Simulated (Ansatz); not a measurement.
**AlSb, pressure series**

Start from AlSb in the zinc blende structure (space group F-43m, No. 216; a = 6.177 Å).

Cell and atoms are relaxed at each pressure.

The values are results of r2SCAN/PAW in Ansatz (a quantum-chemistry and plane-wave program), no SOC, earlier PAW set, not measurements.

Candidates:
(a) pressure 9 GPa
(b) pressure 15 GPa
(c) pressure 2.1 GPa
(d) pressure −1 GPa

For the base:

The smallest direct gap is 2.03 eV.

### Question
Order them by smallest direct gap, lowest first.

### Answer
(d) pressure −1 GPa (1.87 eV), (c) pressure 2.1 GPa (2.33 eV), (a) pressure 9 GPa (3.12 eV), (b) pressure 15 GPa (3.42 eV)

With Sb present, leaving out spin-orbit coupling can change the band edges. Load acts through the strain it causes; cell and atoms are relaxed under it. Whether these cells are dynamically stable was not tested. Measured, AlSb leaves this structure (for a Cmcm phase) near 8.1 GPa (temperature not stated; as listed in Datta, Sujoy, Jana, Debnarayan, arXiv (2020)), on rising pressure, with hysteresis.
